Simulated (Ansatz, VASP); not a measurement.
**Sr: VASP beside Ansatz**

The input POSCAR:

```
Sr
1.0
   -2.4030699392      2.4030699392      2.4030699392
    2.4030699392     -2.4030699392      2.4030699392
    2.4030699392      2.4030699392     -2.4030699392
Sr
1
Direct
    0.0000000000      0.0000000000      0.0000000000
```

The input INCAR.step1:

```
PREC = Accurate
ENCUT = 520
ISMEAR = 0
SIGMA = 0.05
LREAL = False
LASPH = True
NELM = 80
NBANDS = 11
GGA = PE
ALGO = Normal
EDIFF = 1E-4
LWAVE = True
LCHARG = False
```

The input INCAR.step2:

```
PREC = Accurate
ENCUT = 520
EDIFF = 1E-6
ISMEAR = 0
SIGMA = 0.05
LREAL = False
LASPH = True
NELM = 80
ALGO = Normal
ISIF = 2
LWAVE = False
LCHARG = False
METAGGA = R2SCAN
LMIXTAU = True
NBANDS = 11
ISTART = 1
```

KPOINTS

```
Automatic mesh
0
Gamma
  12 12 12
```

Input for Ansatz:

```yaml
crystal:
  lattice:
    - [-2.4030699392, 2.4030699392, 2.4030699392]
    - [2.4030699392, -2.4030699392, 2.4030699392]
    - [2.4030699392, 2.4030699392, -2.4030699392]
  atoms:
    - { symbol: Sr, position: [0.0, 0.0, 0.0] }
basis:
  ecutwfc: 500
  ecutrho_ratio: 4
kpoints:
  mp_grid: { grid: [12, 12, 12] }
hamiltonian:
  xc: r2scan
scf:
  occupations: { method: gaussian, width: 0.05 }
output:
  forces: true
  stress: true
  eigenvalues: true
```

Alike in both runs: task single point; functional r2SCAN; k mesh 12 × 12 × 12; occupations gaussian, width 0.05 eV; no spin polarisation.

|  | VASP | Ansatz |
| --- | --- | --- |
| version | VASP 6.6.1 | Ansatz 0.2.0 |
| potentials or method | VASP PAW PBE potentials, release 64 (Sr_sv) | scalar-relativistic, plane waves, PAW |
| plane-wave cutoff (eV) | 520 | 500 |
| valence electrons in the cell | 10 | 10 |

```tsv
	VASP	Ansatz	Ansatz less VASP
pressure (GPa)	0.0	0.0	-0.01
```

The functional is the same, so the differences come from potentials, cutoffs and numerics.

Caveats: the PAW data sets were made with another functional, which shifts forces and pressure a little (VASP).
